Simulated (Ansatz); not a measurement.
# Strain and the gap of KBr (rocksalt)

KBr (rocksalt), relaxed with r2SCAN in the PAW code Ansatz. It is cubic, Fm-3m (No. 225); conventional cell a = 6.604 Å, 36.01 Å³ an atom. Around K lie 6 Br at 3.30 Å; around Br lie 6 K at 3.30 Å.

The axes x, y and z are those of this cell:
```yaml
crystal:
  lattice:
    - [0.00000, 3.30225, 3.30225]
    - [3.30225, 0.00000, 3.30225]
    - [3.30225, 3.30225, 0.00000]
  atoms:
    - { symbol: K, position: [0.00000, 0.00000, 0.00000] }
    - { symbol: Br, position: [0.50000, 0.50000, 0.50000] }
```

Unstrained: PBE gives a direct gap of 4.430 eV at Γ. r2SCAN gives a direct gap of 5.071 eV at Γ. The HSE06 gap is direct at Γ: 5.596 eV. Meshes: PBE 6×6×6, r2SCAN 6×6×6, HSE06 4×4×4. Strains are changes of length per length. After each strain the atoms were relaxed again with r2SCAN within the symmetry that the strain leaves, so tilts or polar shifts that break it weren't tested; points keep the names that they have in the unstrained zone. The values are computed, spin-unpolarised, and not measurements.

Changes of the least gap in eV (an overlap counts as a negative gap):
```
                                                                   strain  volume change (%)  space group     PBE  r2SCAN   HSE06  G0W0@PBE (mesh)  energy rise, r2SCAN (meV/atom)
epitaxial -0.5 % in the plane normal to [111], free normal strain +0.68 %               -0.3         R-3m  -0.001  +0.000  +0.000             0.00                             0.2
                                              uniaxial +2.5 % along [111]               +2.5         R-3m  -0.087  -0.091  -0.093            -0.08                             1.4
                                                  uniaxial -3.0 % along x               -3.0       I4/mmm  +0.067  +0.070  +0.077            +0.05                             4.8
             epitaxial -2.5 % in the xy plane, free normal strain +0.67 %               -4.3       I4/mmm  +0.111  +0.117  +0.123            +0.09                             7.0
```
Unstrained, G0W0@PBE with 300 empty bands, a screening cutoff of 150 eV and a 4×4×4 mesh gives 6.99 eV on its mesh; the band count follows the volume. G0W0 values are finite-basis, finite-mesh values.

Epitaxial -0.5 % in the plane normal to [111], free normal strain +0.68 %. HSE06: the gap goes from 5.596 to 5.596 eV (0.000 eV); with r2SCAN the top three valence levels at Γ, degenerate before, become 2+1 from the top over 27 meV. Stress change with r2SCAN, compression positive: xx +0.05, yy +0.05, zz +0.05, xy -0.04, xz -0.04, yz -0.04 GPa.

Uniaxial +2.5 % along [111], other directions held. HSE06: the gap goes from 5.596 to 5.503 eV (-0.093 eV); with r2SCAN the top three valence levels at Γ, degenerate before, become 2+1 from the top over 56 meV. Stress change with r2SCAN, compression positive: xx -0.38, yy -0.38, zz -0.38, xy -0.09, xz -0.09, yz -0.09 GPa.

Uniaxial -3.0 % along x, other directions held. HSE06: the gap goes from 5.596 to 5.673 eV (+0.077 eV); with r2SCAN the top three valence levels at Γ, degenerate before, become 1+2 from the top over 23 meV. Stress change with r2SCAN, compression positive: xx +1.45, yy +0.14, zz +0.14 GPa.

Epitaxial -2.5 % in the xy plane, free normal strain +0.67 %. HSE06: the gap goes from 5.596 to 5.719 eV (+0.123 eV); with r2SCAN the top three valence levels at Γ, degenerate before, become 2+1 from the top over 24 meV. Stress change with r2SCAN, compression positive: xx +1.28, yy +1.28, zz -0.03 GPa.

Spin-orbit coupling is left out.

The meshes of the hybrids are coarse, so their gaps aren't converged to the digits shown.

The splittings at Γ are without spin-orbit coupling, which regroups them where it is of like size or larger.
